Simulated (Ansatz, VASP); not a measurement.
# Two plane-wave programs on HfC

The input INCAR:

```
SYSTEM = HfC
PREC     = Accurate       ! precision mode
ENCUT    = 520            ! plane-wave cutoff, eV
EDIFF    = 1E-7           ! SCF threshold, eV
ISMEAR   = -1             ! smearing method
SIGMA    = 0.05           ! smearing width, eV
LREAL    = .False.        ! projectors in reciprocal space
LASPH    = .True.         ! aspherical terms in the spheres
NELM     = 100            ! most SCF steps
ALGO     = Normal         ! electronic algorithm
ISIF     = 2              ! what is computed and relaxed
LWAVE    = .False.        ! write WAVECAR
LCHARG   = .False.        ! write CHGCAR
GGA      = PE             ! functional
NBANDS   = 22             ! bands
```

Contents of KPOINTS:

```
Automatic mesh
0
Gamma
  9 9 5
  0 0 0
```

Contents of POSCAR:

```
HfC
1.0
    3.3428660531      0.0000000000      0.0000000000
   -1.6714330265      2.8950069234      0.0000000000
    0.0000000000      0.0000000000      5.2027140000
Hf C
2 2
Direct
    0.3333333333      0.6666666667      0.2500000000
    0.6666666667      0.3333333333      0.7500000000
    0.0000000000      0.0000000000      0.5000000000
    0.0000000000      0.0000000000      0.0000000000
```

The input input.yaml:

```yaml
crystal:
  lattice:
    - [3.3428660531, 0.0, 0.0]
    - [-1.6714330265, 2.8950069234, 0.0]
    - [0.0, 0.0, 5.202714]
  atoms:
    - { symbol: Hf, position: [0.3333333333, 0.6666666667, 0.25] }
    - { symbol: Hf, position: [0.6666666667, 0.3333333333, 0.75] }
    - { symbol: C, position: [0.0, 0.0, 0.5] }
    - { symbol: C, position: [0.0, 0.0, 0.0] }
hamiltonian:
  xc: pbe
  pseudopotentials: { kind: paw }
kpoints:
  mp_grid: { grid: [9, 9, 5] }
scf:
  occupations: { method: fermi_dirac, width: 0.05 }
output:
  forces: true
  stress: true
  eigenvalues: true
```

The cell comes from a database or a generator and needn't be the stable form of this composition.

Alike in both runs: task single point; functional PBE; k mesh 9 × 9 × 5; occupations fermi-dirac, width 0.05 eV; no spin polarisation.

|  | VASP | Ansatz |
| --- | --- | --- |
| version | VASP 6.6.1 | Ansatz 0.2.0 |
| potentials or method | VASP PAW PBE potentials, release 64 (Hf_pv, C) | Ansatz PAW |
| plane-wave cutoff (eV) | 520 | 420 |
| valence electrons in the cell | 28 | 60 |

Ansatz gave:

```
gap on the k mesh at the Fermi level (eV)       : none
pressure (GPa)                                  : -0.7
largest component of the traceless stress (GPa) : 2.70
```

Problem. Which values does VASP return?

Solution. gap on the k mesh at the Fermi level (eV): none; pressure (GPa): -1.4; largest component of the traceless stress (GPa): 2.73.

A gap of «none» marks a metal or a gap that the smearing closes. The two sets of potentials don't hold the same shells in valence.

The runs have no spin-orbit coupling, so splittings on Hf are missing.
